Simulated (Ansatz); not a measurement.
Strain and the gap of NaI (CsCl type)

NaI built on the CsCl prototype, relaxed with r2SCAN in Ansatz 0.2.0. The symmetry is Pm-3m (No. 221, cubic); conventional cell a = 4.041 Å, 32.98 Å³ an atom. Na has 8 I at 3.50 Å; I has 8 Na at 3.50 Å.

The axes x, y and z are those of this cell:
```
Na I
1.0
     4.04054    0.00000    0.00000
     0.00000    4.04054    0.00000
     0.00000    0.00000    4.04054
Na I
1 1
Direct
  0.00000 0.00000 0.00000
  0.50000 0.50000 0.50000
```

Unstrained: With PBE the valence top lies at M and the conduction bottom at Γ, 2.300 eV higher; the smallest vertical gap, at M, is 2.794 eV. With r2SCAN the valence top lies at M and the conduction bottom at Γ, 3.056 eV higher; the smallest vertical gap, at M, is 3.357 eV. With HSE06 the valence top lies at M and the conduction bottom at Γ, 3.243 eV higher; the smallest vertical gap, at M, is 3.670 eV. Meshes: PBE 6×6×6, r2SCAN 6×6×6, HSE06 4×4×4. Strains are changes of length per length, and xy shears are angles. After each strain the atoms were relaxed again with r2SCAN within the symmetry that the strain leaves, so tilts or polar shifts that break it weren't tested; points keep the names that they have in the unstrained zone. The cell comes from a prototype generator: it can be a known phase or a hypothetical one. Spin polarisation is off.

Changes of the least gap in eV (an overlap counts as a negative gap):

| strain | volume change (%) | space group | PBE | r2SCAN | HSE06 | energy rise, r2SCAN (meV/atom) |
| --- | --- | --- | --- | --- | --- | --- |
| uniaxial +1.55 % along z | +1.6 | P4/mmm | -0.059 | -0.065 | -0.063 | 1.3 |
| epitaxial +5.64 % in the xy plane, free normal strain +0.21 % | +11.8 | P4/mmm | -0.393 | -0.436 | -0.416 | 29.7 |
| xy shear, engineering strain (angle) +2.12 % | 0.0 | Cmmm | +0.002 | +0.002 | +0.002 | -0.2 |

Uniaxial +1.55 % along z, other directions held. HSE06: the gap goes from 3.243 to 3.180 eV (-0.063 eV). Stress change with r2SCAN, compression positive: xx 0.00, yy 0.00, zz -0.78 GPa.

Epitaxial +5.64 % in the xy plane, free normal strain +0.21 %. HSE06: the gap goes from 3.243 to 2.827 eV (-0.416 eV). Stress change with r2SCAN, compression positive: xx -2.23, yy -2.23, zz +0.03 GPa.

Xy shear, engineering strain (angle) +2.12 %. HSE06: the gap goes from 3.243 to 3.245 eV (+0.002 eV). Stress change with r2SCAN, compression positive: xx +0.01, yy +0.01, zz +0.01, xy +0.08 GPa.

No spin-orbit coupling is included; it can move band edges with weight on the heavy atoms by tenths of an eV.

The meshes of the hybrids are coarse, so their gaps aren't converged to the digits shown.
